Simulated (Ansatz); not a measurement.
Input of an Ansatz 0.2.0 run:

The input input.yaml:

```yaml
crystal:
  lattice:
    - [0.0, 2.0859016414, 2.0859016414]
    - [2.0859016414, 0.0, 2.0859016414]
    - [2.0859016414, 2.0859016414, 0.0]
  atoms:
    - { symbol: Ni, position: [0.0, 0.0, 0.0], spin: 1.0 }
    - { symbol: O, position: [0.5, 0.5, 0.5] }
hamiltonian:
  xc: lda
  pseudopotentials: { kind: paw }
magnetization:
  spin_polarized: true
kpoints:
  mp_grid: { grid: [8, 8, 8] }
scf:
  occupations: { method: fermi_dirac, width: 0.05 }
phonons:
  method: dfpt
  qmesh: [2, 2, 2]
  temperatures: { t_max: 1000, t_step: 100 }
  qpath:
    path:
      - [[0.0, 0.0, 0.0], [0.5, 0.0, 0.5], [0.5, 0.25, 0.75], [0.375, 0.375, 0.75], [0.0, 0.0, 0.0], [0.5, 0.5, 0.5], [0.625, 0.25, 0.625], [0.5, 0.25, 0.75], [0.5, 0.5, 0.5], [0.375, 0.375, 0.75]]
      - [[0.625, 0.25, 0.625], [0.5, 0.0, 0.5]]
    npoints: 8
```

Potentials or basis: Ansatz PAW.

Command:

```bash
$ ansatz run input.yaml --threads 2 --pin off --max-ram 5632MiB --backend cpu --events-out ev --progress --plain --runs-dir out
```

Task: Estimate the highest phonon frequency.

Result: 344 cm⁻¹.

Task: What does it give for the most unstable mode?

Result: 185i cm⁻¹.

Task: Predict the band gap on the k mesh.

Result: None (metal or under the smearing width).

Task: Estimate the site moments.

Result: Ni +0.58; O +0.11 μB.

Phonon frequencies in cm⁻¹ (negative: imaginary):
| q point | frequencies |
| --- | --- |
| (0.000, 0.000, 0.000) | 0 0 0 249 249 249 |
| (0.000, 0.000, -0.500) | -185 -185 155 155 234 237 |
| (0.000, -0.500, -0.500) | 151 151 217 302 302 344 |

Caveat: some modes are imaginary; the q mesh is small, so phonon branches between its points and thermal values are rough; a cell with one magnetic atom can't hold antiferromagnetic order, which such compounds often take; semilocal functionals often make such compounds metallic where correlation or magnetic order opens a gap, which also shifts bond lengths.

**What was measured.**

“Local correlations, non-local screening, multiplets, and band formation in NiO”, 2012, arxiv:1210.6675 quotes, for a bulk crystal of NiO: band gap 4.3 eV.

A measured gap of NiO is 4.3 eV (quoted in “Local correlations, non-local screening, multiplets, and band formation in NiO”, 2012, arxiv:1210.6675); the calculated 0.00 eV misses it by -4.30 eV. So large a miss can be the level of theory's own, or it may mean another phase, state or a wrong row. The value is that of LDA on a finite k mesh, which can miss the band edges, without temperature or zero-point motion. Semilocal functionals fall short of measured gaps as a rule. The run's magnetic order (collinear spin, ferromagnetic start) needn't be the measured crystal's.
